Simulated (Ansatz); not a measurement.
# Photoemission of C(111) with NH2 on 25 % of the top atoms and H on the rest, part 3 of 3

What would XPS and angle-resolved spectra of C(111) with NH2 on 25 % of the top atoms and H on the rest look like?

Ansatz 0.2.0; DFT, PBE, plane-wave PAW, default files, scalar-relativistic.

So far. Step 3 (Layer-resolved bands, DOS and potential): The largest force component on a free atom is 0.011 eV/Å, so the atoms are at rest for these settings too.

## 4. Core levels by total-energy differences

XPS shifts tell sites apart. Each chosen atom gets a core hole in a self-consistent pass of its own.

The input, input.yaml:

```yaml
crystal:
  lattice:
    - [5.044499777, 0.0, 0.0]
    - [2.5222498885, 4.3686649563, 0.0]
    - [0.0, 0.0, 21.6636689229]
  atoms:
    - { symbol: H, position: [0.1158038893, 0.0894745801, 0.6754991512] }
    - { symbol: H, position: [0.7947215307, 0.0894745801, 0.6754991512] }
    - { symbol: N_h, position: [0.0108157244, -0.0216314488, 0.6577990173] }
    - { symbol: H, position: [0.5014737598, -0.0029475196, 0.6380523691] }
    - { symbol: H, position: [0.0003908759, 0.504218308, 0.6380708365] }
    - { symbol: H, position: [0.4953908161, 0.504218308, 0.6380708365] }
    - { symbol: C_h, position: [0.0006095328, -0.0012190656, 0.5895819146] }
    - { symbol: C, position: [0.5002122439, -0.0004244879, 0.5870481296] }
    - { symbol: C, position: [0.0001735928, 0.4992764832, 0.5872080957] }
    - { symbol: C_h, position: [0.500549924, 0.4992764832, 0.5872080957] }
    - { symbol: C_h, position: [0.8334783371, 0.3330433258, 0.5649608868] }
    - { symbol: C, position: [0.3334092213, 0.3331815574, 0.564547464] }
    - { symbol: C, position: [0.8339650239, 0.8324997357, 0.5649731292] }
    - { symbol: C, position: [0.3335352403, 0.8324997357, 0.5649731292] }
    - { symbol: C, position: [0.8338026628, 0.3323946744, 0.493321918] }
    - { symbol: C, position: [0.3334524066, 0.3330951867, 0.4930883095] }
    - { symbol: C, position: [0.8338280983, 0.833793611, 0.493323925] }
    - { symbol: C, position: [0.3323782908, 0.833793611, 0.493323925] }
    - { symbol: C_h, position: [0.1665788805, 0.1666104191, 0.4694268553] }
    - { symbol: C, position: [0.6668107004, 0.1666104191, 0.4694268553] }
    - { symbol: C, position: [0.1666690755, 0.666661849, 0.4694542245] }
    - { symbol: C, position: [0.6666856523, 0.6666286954, 0.4696852378] }
    - { symbol: C, position: [0.1666666665, 0.166666667, 0.398125181] }
    - { symbol: C, position: [0.6666666665, 0.166666667, 0.398125181] }
    - { symbol: C, position: [0.1666666665, 0.666666667, 0.398125181] }
    - { symbol: C, position: [0.6666666665, 0.666666667, 0.398125181] }
    - { symbol: C, position: [0.0, 0.0, 0.374359488] }
    - { symbol: C, position: [0.5, 0.0, 0.374359488] }
    - { symbol: C, position: [0.0, 0.5, 0.374359488] }
    - { symbol: C, position: [0.5, 0.5, 0.374359488] }
    - { symbol: H, position: [0.0, 0.0, 0.323121629] }
    - { symbol: H, position: [0.5, 0.0, 0.323121629] }
    - { symbol: H, position: [0.0, 0.5, 0.323121629] }
    - { symbol: H, position: [0.5, 0.5, 0.323121629] }
kpoints:
  mp_grid: { grid: [6, 6, 1] }
scf:
  occupations: { method: fermi_dirac, width: 0.02 }
  n_extra_bands: 24
hamiltonian:
  xc: pbe
  pseudopotentials: { kind: paw }
output:
  forces: true
  write_potential: true
  volumetric_format: []
  core_levels:
    shells: { N_h: "1s", C_h: "1s" }
    counted_from: conduction_bottom
    add_spin: false
efield:
  axis: 3
  dipole_correction: true
```

The run is started by

```
$ ansatz run input.yaml --threads 4 --pin off --max-ram 11264MiB --backend cpu --events-out ev --progress --plain --runs-dir out
```

Elapsed: 4.6 min, on 4 threads of Arm Neoverse V2, shared host; peak memory 1.5 GiB; 18 min of CPU time.

Numbers from this step:

```yaml
symmetry_operations: 1
```

Each level is the free energy with the hole less that without it. The electron stays in the lowest empty state, so these are excitation energies, not binding energies. The hole's nearest image is 5.0 Å away, and the holes carry no spin, so absolute levels are rough.

| atom | region | shell | level (eV) | shift (eV) | j lines (eV) | doubts |
| --- | --- | --- | --- | --- | --- | --- |
| N3 | adsorbate | 1s | 399.85 | - | - | - |
| C7 | layer 1 | 1s | 287.66 | +0.51 | - | - |
| C10 | layer 1 | 1s | 286.64 | -0.51 | - | - |
| C11 | layer 2 | 1s | 287.05 | -0.10 | - | - |
| C19 | middle | 1s | 287.15 | +0.00 | - | - |

Shifts count from the last listed atom of each element. With the electron kept in the cell, its attraction to the hole differs by site and enters these shifts.

The C 1s lines of the listed atoms alone (other atoms of the cell aren't counted), as Gaussians 0.8 eV wide, no depth weighting. Intensity against C 1s level; read off at these points:

| C 1s level (eV) | intensity (%) |
| --- | --- |
| 285.20 | 0.00509 |
| 285.40 | 0.0516 |
| 285.60 | 0.372 |
| 285.80 | 1.91 |
| 286.00 | 7.06 |
| 286.20 | 19.2 |
| 286.40 | 39.4 |
| 286.60 | 64.2 |
| 286.80 | 86.7 |
| 287.00 | 99.2 |
| 287.07 | 100.0 |
| 287.20 | 96.6 |
| 287.40 | 82.4 |
| 287.60 | 63.9 |
| 287.80 | 44.3 |
| 288.00 | 25.5 |
| 288.20 | 11.2 |
| 288.40 | 3.62 |
| 288.60 | 0.839 |
| 288.80 | 0.138 |
| 289.00 | 0.0162 |

## 5. Outcome

```yaml
ionisation_potential: 3.75 eV (upper face; lower face 3.68 eV)
electron_affinity_kohn_sham: 1.05 eV (slab's lowest empty level against the upper vacuum)
c_core_shifts_among_the_listed_atoms_from_the_last_listed_one: -0.51 to +0.51 eV
```

The valence top of C(111) with NH2 on 25 % of the top atoms and H on the rest lies 3.75 eV (upper face; lower face 3.68 eV) below the vacuum and the lowest empty level 1.05 eV below the vacuum of the upper face. That empty level sits on the upper face (82 % of its weight), so it is a surface level and no edge of the bulk's conduction band. These regions are too coarse for a count of the upper face's surface states. The upper face's value lies 0.07 eV above that of the hydrogen-covered lower face; the difference is the dipole step of the groups. Core shifts: C -0.51 to +0.51 eV. Among the sites run, the most bound C 1s level is that of C7 (layer 1), bonded to 3 C and 1 N; the least bound, 1.03 eV shallower, that of C10 (layer 1), bonded to 3 C and 1 H. That is the order that electronegative neighbours give as a rule, though screening of the hole enters too. These are excitation energies with the electron kept in the cell, so its attraction to the hole, which differs by site, enters the order. At 21.2 eV the valence spectrum has its highest listed peaks within 10.8 eV at 1.8 eV (mixed, C 2p leading), 2.9 eV (C 2p), 4.8 eV (C 2p), 6.0 eV (C 2p) and 7.5 eV (C 2p). At 1486.7 eV the valence spectrum has its highest listed peaks within 21.9 eV at 10.9 eV (C 2s), 14.6 eV (C 2s), 15.7 eV (C 2s), 17.7 eV (C 2s) and 18.6 eV (C 2s). The shell named is the one with most of the intensity, cross sections included, not always the one with most states there. In the main run, from 1486.7 eV towards hard X-rays the C 2s share grows by 11 points, as its cross section falls more slowly with photon energy than those of the shells it gains on. The slab's own atoms span 4.7 Å, so bulk bands appear as a few quantum-well levels, and states of the two faces can mix. The affinity uses the Kohn–Sham gap, which is too small, so the true affinity is lower and the true ionisation potential usually higher.

[Logs are printed without paths, hosts, clocks, repeated set-up lines and the standing remarks that a program may print on its own settings, such as how far it seeks lower states.]

[Hosts, paths, dates, database ids (printed as entryN), source tags and the programs' standing remarks are cut or masked in the printed files.]

[Maps of the electrostatic potential energy from Ansatz leave out the sawtooth potential of an applied field or a dipole correction, so their vacuum need not be flat; work functions include it.]
